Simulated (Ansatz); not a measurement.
# All-electron card of InSb

```
CELL_PARAMETERS angstrom
0.00000 3.23910 3.23910
3.23910 0.00000 3.23910
3.23910 3.23910 0.00000
ATOMIC_POSITIONS crystal
In 0.00000 0.00000 0.00000
Sb 0.75000 0.75000 0.75000
```

Atoms are numbered in the order listed.

The cell is COD entry 9008853, as deposited and not checked against the literature; nothing was relaxed.

No spin–orbit coupling, which matters for the heavy atoms here.

Levels of theory: DFT, PBE, all-electron LAPW, scalar-relativistic (Ansatz 0.2.0); DFT, PBE, PAW with Ansatz's default frozen-core files, scalar-relativistic (Ansatz 0.2.0).

For LAPW: a Γ-centred 10×10×10 k mesh, Fermi–Dirac smearing of 0.03 eV, basis error target 0.25 meV/atom, no spin polarisation. PAW takes a cutoff of 420 eV at this cell. The Ansatz runs share mesh, smearing and spin set-up. Values come from LAPW unless marked.

```yaml
Density_of_states_at_the_Fermi_level_0.2_eV_bin: 0.00 states/eV per cell
Bader_charges_from_the_PAW_run: In1 +0.45, Sb2 -0.45 e
Band_gap: none at this level of theory (metallic, semimetallic, or a small gap that the functional closes)
Volume_per_atom: 33.98 Å³
```

**Question.** Give the computed value. Pressure at this cell.

**Answer.** 3.15 GPa.

**Question.** Löwdin charges (with 0.04 e of the cell spilling out of the atomic basis, so their sizes and signs hang on that basis): what does the calculation give?

**Answer.** In1 -0.04, Sb2 0.07 e.
